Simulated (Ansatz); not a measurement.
Pb:

```
Pb
1.0
     3.03861   -1.75032    0.00000
     3.03861    1.75032    0.00000
    -2.11546    0.00000    6.09522
Pb
2
Cartesian
  3.9848 0.0000 4.4269
  -0.0230 0.0000 1.6683
```

- Program: Ansatz 0.2.0
- Task: relaxation of cell and atoms
- Functional: PBEsol
- Dispersion: D3(BJ)-ATM
- Potentials or basis: Ansatz PAW
- Cutoff: 420 eV (not typed: the program's choice for these potentials)
- k mesh: 9 × 9 × 5
- Occupations: fermi-dirac, width 0.05 eV
- Spin: no spin polarisation

At the start: volume 32.42 Å³/atom.

Q: How do energy, volume and symmetry change on relaxing?

A: It ends after 16 steps and the volume is 28.70 Å³/atom (-11.5 %); space group C2/m (No. 12, to 0.05 Å).

Step by step:
```
step  energy change (eV)  largest force (eV/Å)  volume (Å³)
   1              0.0000                0.1345        64.84
   2             -0.0690                0.0892        58.68
   3             -0.0725                0.0249        59.37
   4             -0.0794                0.0268        59.34
   5             -0.1108                0.0693        59.08
   6             -0.1734                0.2192        58.10
   7             -0.2185                0.1037        56.58
   8             -0.2283                0.0085        57.43
   9             -0.2356                0.0464        57.63
  10             -0.2363                0.0003        57.46
  11             -0.2363                0.0000        57.35
  12             -0.2372                0.0046        57.40
  13             -0.2373                0.0002        57.39
  14             -0.2378                0.0002        57.39
  15             -0.2378                0.0000        57.40
  16             -0.2378                0.0000        57.40
```

Final structure:
```xyz
2
Lattice="2.9591 -1.7222 -0.5273 2.9591 1.7222 -0.5273 -3.1178 0.0000 6.1871" Properties=species:S:1:pos:R:3 pbc="T T T"
Pb    3.5798    0.0000    3.5857
Pb   -0.7794    0.0000    1.5468
```

Caveat: the plane-wave basis is chosen anew once the cell has moved, so the energies of steps on either side of that aren't comparable; pairwise dispersion overbinds metals, which lowers pressure and volume; the PAW data sets come from PBE, with cores solved anew for the run's functional, which leaves a small shift of forces and pressure.
